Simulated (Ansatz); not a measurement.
# Density of states of Rb

Space group Im-3m (No. 229). a = 5.612 Å, b = 5.612 Å, c = 5.612 Å, α = 90.00°, β = 90.00°, γ = 90.00°
| atom | site | symmetry | x | y | z |
| --- | --- | --- | --- | --- | --- |
| Rb | 2a | m-3m | 0.0000 | 0.0000 | 0.0000 |

The runs use the primitive cell with vectors (-2.806, 2.806, 2.806), (2.806, -2.806, 2.806), (2.806, 2.806, -2.806) Å, to which the k mesh refers.

It takes space group Im-3m (No. 229, cubic). Conventional cell: a = 5.612 Å, b = 5.612 Å, c = 5.612 Å, α = 90.00°, β = 90.00°, γ = 90.00°.

The cell is a measured one (Crystallography Open Database entry 9012874); the temperature and pressure of the measurement aren't taken into account, and nothing was relaxed.

Theory: Ansatz 0.2.0, DFT, PBE, all-electron LAPW, scalar-relativistic.

The runs use a Γ-centred 10×10×10 k mesh, Fermi–Dirac smearing of 0.05 eV, basis error target 0.5 meV/atom, no spin polarisation.

States per eV and cell, averaged over 0.6 eV, from -2.2 to 2.4 eV, with energies (bin centres) from the Fermi level; empty bins are left out. 

| E (eV) | total |
| --- | --- |
| -2.0 | 0.07 |
| -1.4 | 0.35 |
| -0.8 | 0.56 |
| -0.2 | 0.81 |
| 0.4 | 1.08 |
| 1.0 | 1.63 |
| 1.6 | 1.61 |
| 2.2 | 1.73 |
